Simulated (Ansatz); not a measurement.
# ZnCu: pressure against volume

ZnCu, Pm-3m, a = 2.963 Å. The structure is a COD entry; whether it is the stable form wasn't checked. Ansatz: PBE, PAW, 420 eV, Γ-centred 14×14×14 mesh on 2 atoms, Gaussian smearing 0.10 eV; no spin polarisation. Symmetry fixes shape and atoms, so the cell is only scaled; pressure is positive in compression.

| V (Å³/atom) | P (GPa) |
| --- | --- |
| 11.448 | 20.29 |
| 11.838 | 13.79 |
| 12.228 | 8.35 |
| 12.619 | 3.81 |
| 13.009 | 0.02 |
| 13.399 | -3.15 |
| 13.790 | ? |
| 14.310 | -8.63 |

Take V0 = 13.009 Å³/atom, count pressures from its P0 = 0.02 GPa, fit the third-order Birch–Murnaghan form to the other rows, and predict the missing pressure.

With the Eulerian strain f = ½[(V0/V)^(2/3) − 1] and y = (P − P0)/[3f(1 + 2f)^(5/2)], the form is the line y = B0 + 1.5 B0 (B0′ − 4) f. Rows (f, y): 0.04448, 122.8; 0.03245, 120.9; 0.02107, 118.9; 0.01025, 117.2; -0.00975, 113.8; -0.03078, 109.8. Means f = 0.01129, y = 117.23; Σ(Δf)² = 0.003859, ΣΔfΔy = 0.6636; the slope is their ratio. y = 115.3 + 172.0 f GPa, so B0 = 115.3 GPa and B0′ = 4 + 2 × (172.0)/(3 × 115.3) = 4.99. At V = 13.790, f = -0.01906, y = 112.02 and P = -5.79 GPa. The run gave -5.79 GPa, the same to the digits shown.